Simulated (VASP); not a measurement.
A run of VASP 6.6.1 is set up as follows.

Contents of INCAR:

```
PREC = Accurate ; ENCUT = 520
EDIFF = 1E-6 ; ISMEAR = 0
SIGMA = 0.05 ; LREAL = F
LASPH = T ; NELM = 80
ALGO = Normal ; ISIF = 2
LWAVE = F ; LCHARG = T
GGA = PS ; LELF = T
LVHAR = T ; NBANDS = 16
```

File KPOINTS:

```
Automatic mesh
0
Gamma
  8 8 8
```

The input POSCAR:

```
AgCl
1.0
    0.0311979375      2.7731500000      2.7731500000
    2.8043479375      0.0000000000      2.8043479375
    2.7731500000      2.7731500000      0.0311979375
Ag Cl
1 1
Direct
    0.5000000000      0.5000000000      0.5000000000
    0.0000000000      0.0000000000      0.0000000000
```

Potentials or basis: VASP PAW PBE potentials, release 64 (Ag, Cl).

Run with:

```console
$ cat potpaw_PBE.64/Ag/POTCAR potpaw_PBE.64/Cl/POTCAR > POTCAR
$ mpirun -np 1 vasp_std > vasp.out
```

(1) What does it give for the pressure?

(2) Predict the band gap on the k mesh.

Results:

(1) -2.7 GPa.

(2) 0.71 eV, indirect (least direct gap 3.01 eV).

Caveat: the PAW data sets were made with another functional, which shifts forces and pressure a little.
